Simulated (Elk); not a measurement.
Planning a run of Elk 11.2.3 (patched build) on CuCl (Nantokite). The input:

```
tasks
  0

xctype
  20

rgkmax
  8.5

gmaxvr
  18.0

lmaxapw
  10

lmaxo
  8

nxlo
  2

lorbcnd
  .true.

autolinengy
  .true.

tshift
  .false.

ngridk
  4 4 4

swidth
  0.0005

maxscl
  80

vkloff
  0.05 0.15 0.25

nempty
  10

sppath
  './'

avec
  -0.0000000000 5.1076462559 5.1076462559
  5.1076462559 -0.0000000000 5.1076462559
  5.1076462559 5.1076462559 -0.0000000000

atoms
  2
  'Cu.in'
  1
  0.0000000000 0.0000000000 0.0000000000
  'Cl.in'
  1
  0.2500000000 0.2500000000 0.2500000000
```

The database entry behind the starting cell differs from later determinations by our own check (0.1 to 0.3 % short, probably kX units), so it need not match the best structure at ambient conditions.

```sh
OMP_NUM_THREADS=8 elk > log
```

**Question.** How long will it take on 8 threads of Arm Neoverse V2, shared host, and how much memory?

It took 20 s; on shared hardware allow 9.9 s to 40 s. Peak host memory was 0.23 GiB.

[Paths, hosts, dates, memory and timing lines, banners, echoed tables and standing remarks are left out of the program output.]

[Logs are printed without paths, hosts, clocks, repeated set-up lines and the standing remarks that a program may print on its own settings, such as how far it seeks lower states.]

[Runs of the session that timed out or met a known fault of the program may be left out.]

[Hosts, paths, dates, database ids (printed as entryN), source tags and the programs' standing remarks are cut or masked in the printed files.]
